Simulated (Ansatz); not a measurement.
The calculation used Ansatz 0.2.0, DFT PBE, scalar-relativistic, plane waves, PAW. All cells share a 420 eV cutoff and Γ-centred k meshes spaced at most about 0.3 Å⁻¹ (about 0.25 or finer for metals, 2π included). Spin is collinear.

These are static total energies at zero pressure.

Question: Order these relaxed structures of GdN by energy, lowest first, with the energy over the lowest of them.
A.
(parallel moments up to 6.8 μB)
```
Gd N
1.0
     3.39891    0.00000    0.00000
    -1.69945    2.94354    0.00000
     0.00000    0.00000    3.09040
Gd N
1 1
Direct
  0.00000 0.00000 0.50000
  0.66667 0.33333 0.00000
```

B.
(parallel moments up to 6.9 μB)
```
Gd N
1.0
     3.03318    0.00000    0.00000
     0.00000    3.03318    0.00000
     0.00000    0.00000    3.03318
Gd N
1 1
Direct
  0.00000 0.00000 0.00000
  0.50000 0.50000 0.50000
```

C.
(parallel moments up to 6.8 μB)
```
Gd N
1.0
     0.00000    2.66854    2.66854
     2.66854    0.00000    2.66854
     2.66854    2.66854    0.00000
Gd N
1 1
Direct
  0.25000 0.25000 0.25000
  0.00000 0.00000 0.00000
```

Answer: C (0 meV/atom), A (218 meV/atom), B (626 meV/atom). Forms: C zinc blende type, F-43m; A tungsten carbide type, P-6m2; B caesium chloride type, Pm-3m. Counting N atoms around Gd (those within 1.25 times the shortest such distance or 1.15 times the sum of covalent radii): C has Gd 4; A has Gd 6; B has Gd 8. All come from invented guesses. Shaken at random and relaxed again, C came back. The lowest form computed isn't among them: it has the rock salt type, space group Fm-3m (No. 225), 15.5 Å³/atom, is reached from a Materials Project cell and lies 189 meV/atom below the best shown.

The 4f shell of Gd is treated without a Hubbard U, which places its levels poorly. Another magnetic order may lie lower. Cells without such a test can be saddle points. Some structure types and database cells were kept out of the candidates from the start, so a known form may be missing.
